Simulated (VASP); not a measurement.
Computed with PBE GGA, VASP's PBE PAW potentials (set 64) (plane waves; VASP 6.6.1).

VASP input:

**INCAR**
```
SYSTEM = MgAl2O4
LASPH = T   # aspherical one-centre terms
LCHARG = F
ALGO = Normal   # blocked Davidson
SIGMA = 0.05
ISIF = 2
ENCUT = 400
LWAVE = F
ISMEAR = 0   # Gaussian
NELM = 100   # most electronic steps
PREC = Accurate
GGA = PE   # PBE
LREAL = Auto
EDIFF = 1E-6
```

KPOINTS:
```
K-points
0
gamma
 11 11 11
0 0 0
```

### POSCAR
```
MgAl2O4
1
    0.0000000000     4.1298870000     4.1298870000
    4.1298870000     0.0000000000     4.1298870000
    4.1298870000     4.1298870000     0.0000000000
Mg Al O
2 4 8
Direct
  0.2500000000   0.2500000000   0.2500000000
  0.0000000000   0.0000000000   0.0000000000
  0.1250000000   0.6250000000   0.6250000000
  0.6250000000   0.6250000000   0.1250000000
  0.6250000000   0.1250000000   0.6250000000
  0.6250000000   0.6250000000   0.6250000000
  0.8612800000   0.8612800000   0.8612800000
  0.8338400000   0.3887200000   0.3887200000
  0.8612800000   0.8612800000   0.4161600000
  0.3887200000   0.8338400000   0.3887200000
  0.4161600000   0.8612800000   0.8612800000
  0.3887200000   0.3887200000   0.3887200000
  0.8612800000   0.4161600000   0.8612800000
  0.3887200000   0.3887200000   0.8338400000
```

POTCAR, in this order: Mg Al O (PBE.64 set). Program: vasp_std.

Output

### OSZICAR
```
       N       E                     dE             d eps       ncg     rms          rms(c)
DAV:   1     0.291243431919E+03    0.29124E+03   -0.28936E+04  4728   0.120E+03
DAV:   2    -0.919510669342E+02   -0.38319E+03   -0.37248E+03  5728   0.282E+02
DAV:   3    -0.111345511611E+03   -0.19394E+02   -0.19322E+02  5376   0.706E+01
DAV:   4    -0.111530471457E+03   -0.18496E+00   -0.18472E+00  5352   0.763E+00
DAV:   5    -0.111533398878E+03   -0.29274E-02   -0.29270E-02  5248   0.920E-01    0.202E+01
DAV:   6    -0.995894491447E+02    0.11944E+02   -0.53188E+01  5160   0.334E+01    0.688E+00
DAV:   7    -0.995162527880E+02    0.73196E-01   -0.98731E-01  5248   0.490E+00    0.389E+00
DAV:   8    -0.995006018532E+02    0.15651E-01   -0.25183E-01  5216   0.316E+00    0.662E-01
DAV:   9    -0.995099158658E+02   -0.93140E-02   -0.30610E-02  5320   0.936E-01    0.318E-01
DAV:  10    -0.995116456805E+02   -0.17298E-02   -0.22749E-03  5264   0.264E-01    0.129E-01
DAV:  11    -0.995119386433E+02   -0.29296E-03   -0.72359E-04  5200   0.141E-01    0.504E-02
DAV:  12    -0.995119954629E+02   -0.56820E-04   -0.12446E-04  5104   0.566E-02    0.110E-02
DAV:  13    -0.995119940809E+02    0.13820E-05   -0.12063E-05  5336   0.173E-02    0.214E-03
DAV:  14    -0.995119941531E+02   -0.72216E-07   -0.78862E-07  3440   0.489E-03
   1 F= -.99511994E+02 E0= -.99511994E+02  d E =-.411349E-18
```

### OUTCAR
```
------------------------ aborting loop because EDIFF is reached ----------------------------------------
  FORCE on cell =-STRESS in cart. coord.  units (eV):
  Direction    XX          YY          ZZ          XY          YZ          ZX
  --------------------------------------------------------------------------------------
  Total       -9.9157608     -9.9157608     -9.9157608      0.0000000      0.0000000      0.0000000
  in kB     -112.7696214   -112.7696214   -112.7696214      0.0000000      0.0000000      0.0000000
  external PRESSURE =    -112.7696214 kB  Pullay stress =       0.0000000 kB
  volume of cell :      140.88
      direct lattice vectors                 reciprocal lattice vectors
     0.000000000  4.129887000  4.129887000    -0.121068688  0.121068688  0.121068688
     4.129887000  0.000000000  4.129887000     0.121068688 -0.121068688  0.121068688
     4.129887000  4.129887000  0.000000000     0.121068688  0.121068688 -0.121068688
 POSITION                                       TOTAL-FORCE (eV/Angst)
 -----------------------------------------------------------------------------------
      2.06494      2.06494      2.06494        -0.000000     -0.000000     -0.000000
      0.00000      0.00000      0.00000        -0.000000     -0.000000     -0.000000
      5.16236      3.09742      3.09742        -0.000000     -0.000000     -0.000000
      3.09742      3.09742      5.16236        -0.000000     -0.000000     -0.000000
      3.09742      5.16236      3.09742        -0.000000     -0.000000     -0.000000
      5.16236      5.16236      5.16236        -0.000000     -0.000000     -0.000000
      7.11398      7.11398      7.11398        -0.029412     -0.029412     -0.029412
      3.21074      5.04903      5.04903         0.029412     -0.029412     -0.029412
      5.27568      5.27568      7.11398         0.029412      0.029412     -0.029412
      5.04903      3.21074      5.04903        -0.029412      0.029412     -0.029412
      7.11398      5.27568      5.27568        -0.029412      0.029412      0.029412
      3.21074      3.21074      3.21074         0.029412      0.029412      0.029412
      5.27568      7.11398      5.27568         0.029412     -0.029412      0.029412
      5.04903      5.04903      3.21074        -0.029412     -0.029412      0.029412
 -----------------------------------------------------------------------------------
    total drift:                               -0.000000     -0.000000     -0.000000
  FREE ENERGIE OF THE ION-ELECTRON SYSTEM (eV)
  ---------------------------------------------------
  free  energy   TOTEN  =       -99.5119941531 eV

  energy  without entropy=      -99.5119941531  energy(sigma->0) =      -99.51199415
```
(Selected blocks of OUTCAR.)

OUTCAR:
```
 val. band max:        3.6226906406   @ k =  -0.0909   0.0909   0.0000

 cond. band min:       8.4423647208   @ k =   0.0000   0.0000   0.0000


 Fermi energy:         3.9186255398

 k-point     1 :       0.0000    0.0000    0.0000
  band No.  band energies     occupation
      1     -14.3628      2.00000
      2     -13.0081      2.00000
      3     -12.5090      2.00000
      4     -12.5090      2.00000
      5     -12.5090      2.00000
      6     -12.1804      2.00000
      7     -12.1804      2.00000
      8     -12.1804      2.00000
      9      -1.5794      2.00000
     10      -1.5794      2.00000
     11      -1.5794      2.00000
     12      -1.4911      2.00000
     13      -0.8448      2.00000
     14      -0.7819      2.00000
     15      -0.7819      2.00000
     16       1.7887      2.00000
     17       1.7887      2.00000
     18       1.7887      2.00000
     19       2.3065      2.00000
     20       2.3065      2.00000
     21       2.3065      2.00000
     22       2.7462      2.00000
     23       2.7462      2.00000
     24       3.0758      2.00000
     25       3.0758      2.00000
     26       3.0758      2.00000
     27       3.2581      2.00000
     28       3.2581      2.00000
     29       3.2581      2.00000
     30       3.6083      2.00000
     31       3.6083      2.00000
     32       3.6083      2.00000
     33       8.4424      0.00000
     34      11.5747      0.00000
     35      11.5747      0.00000
     36      11.5747      0.00000
     37      12.2828      0.00000
     38      12.2828      0.00000
     39      12.2828      0.00000
     40      13.8426      0.00000

 k-point     2 :       0.0909    0.0000    0.0000
  band No.  band energies     occupation
      1     -14.3409      2.00000
      2     -13.0250      2.00000
      3     -12.5313      2.00000
      4     -12.5030      2.00000
      5     -12.5030      2.00000
      6     -12.1871      2.00000
      7     -12.1871      2.00000
      8     -12.1725      2.00000
...
```

At this cut-off the stress carries a Pulay error, which pulls relaxed volumes low.

The structure comes from a computed database's MgAl2O4 entry; how it stands against other phases isn't given here. The cell was not relaxed at this level. The run is one of a series of settings (KPOINTS 11×11×11 Γ-centred mesh against the base run), some of them coarse on purpose.
